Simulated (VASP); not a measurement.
BaZrO3:

```xyz
5
Lattice="4.1913 0.0000 0.0000 0.0000 4.1913 0.0000 0.0000 0.0000 4.1913" Properties=species:S:1:pos:R:3 pbc="T T T"
Ba    0.0000    0.0000    0.0000
Zr    2.0957    2.0957    2.0957
O     0.0000    2.0957    2.0957
O     2.0957    0.0000    2.0957
O     2.0957    2.0957    0.0000
```

| Item | Value |
| --- | --- |
| Program | VASP 6.6.1 |
| Task | relaxation of cell and atoms |
| Functional | PBE |
| Potentials or basis | VASP PAW PBE potentials, release 64 (Ba_sv, Zr_sv, O) |
| Cutoff | 600 eV |
| k mesh | 6 × 6 × 6 |
| Occupations | gaussian, width 0.03 eV |
| Spin | no spin polarisation |

At the start: pressure 4.9 GPa; volume 14.73 Å³/atom.

How do energy, volume and symmetry change on relaxing?

Over 3 steps the energy falls by 6.9 meV/atom and the volume is 15.19 Å³/atom (+3.2 %); space group Pm-3m (No. 221, to 0.05 Å).

Step by step:
```csv
step,energy change (eV),largest force (eV/Å),pressure (GPa),volume (Å³)
1,0.0000,0.0000,4.94,73.63
2,0.0050,0.0000,-4.70,78.57
3,-0.0347,0.0000,-0.01,75.96
```

Final structure:
```
Ba Zr O
1.0
     4.23510    0.00000    0.00000
     0.00000    4.23510    0.00000
     0.00000    0.00000    4.23510
Ba Zr O
1 1 3
Direct
  0.00000 0.00000 0.00000
  0.50000 0.50000 0.50000
  0.00000 0.50000 0.50000
  0.50000 0.00000 0.50000
  0.50000 0.50000 0.00000
```
